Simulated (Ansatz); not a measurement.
# Co2Si: the cost of one run

Method: DFT PBE, scalar-relativistic, plane waves, PAW, in Ansatz 0.2.0.

## (1) The system as given

It takes space group P6/mmm (No. 191, hexagonal). The conventional cell has a = 3.235 Å, b = 3.235 Å, c = 3.493 Å, α = 90.00°, β = 90.00°, γ = 120.00°. Co (site symmetry -6m2) has 3 Co at 1.87 Å and 6 Si at 2.56 Å as nearest neighbours. Around Si (site symmetry 6/mmm) lie 12 Co at 2.56 Å.

As a file:

```cif
data_structure
_symmetry_space_group_name_H-M 'P6/mmm'
_symmetry_Int_Tables_number 191
_cell_length_a 3.2354
_cell_length_b 3.2354
_cell_length_c 3.4934
_cell_angle_alpha 90.000
_cell_angle_beta 90.000
_cell_angle_gamma 120.000
_cell_volume 31.67
loop_
_atom_site_label
_atom_site_type_symbol
_atom_site_symmetry_multiplicity
_atom_site_Wyckoff_symbol
_atom_site_fract_x
_atom_site_fract_y
_atom_site_fract_z
_atom_site_occupancy
Co1 Co 2 d 0.33333 0.66667 0.50000 1
Si1 Si 1 a 0.00000 0.00000 0.00000 1
```

(A quick probe on a coarse mesh, which set the mesh and smearing, is not shown.)

## (3) Rough relaxation on the coarse mesh

input.yaml reads:

```yaml
crystal:
  lattice:
    - [3.2354147094, 0.0, 0.0]
    - [-1.6177073547, 2.8019513301, 0.0]
    - [0.0, 0.0, 3.4933879753]
  atoms:
    - { symbol: Co, position: [0.3333333333, 0.6666666667, 0.5], spin: 0.86 }
    - { symbol: Co, position: [0.6666666667, 0.3333333333, 0.5], spin: 0.86 }
    - { symbol: Si, position: [0.0, 0.0, 0.0] }
basis:
  ecutwfc: 420
kpoints:
  mp_grid: { grid: [6, 6, 6] }
hamiltonian:
  xc: pbe
scf:
  occupations: { method: gaussian, width: 0.1 }
  lower_state_search: "off"
output:
  forces: true
  stress: true
  eigenvalues: true
  populations: true
magnetization:
  spin_polarized: true
relax:
  adjacent_minimum: "off"
  f_tol: 0.04
  max_steps: 70
  cell: { stress_tol: 0.4 }
```

The run is started by

```
ansatz run input.yaml --threads 1 --pin off --max-ram 2560MiB --backend cpu --events-out ev --progress --plain --runs-dir out
```

Q: Estimate wall time and peak memory on 1 thread of Intel Xeon Platinum 8488C (Sapphire Rapids), shared host.

About 86 s, with a peak of 0.45 GiB.
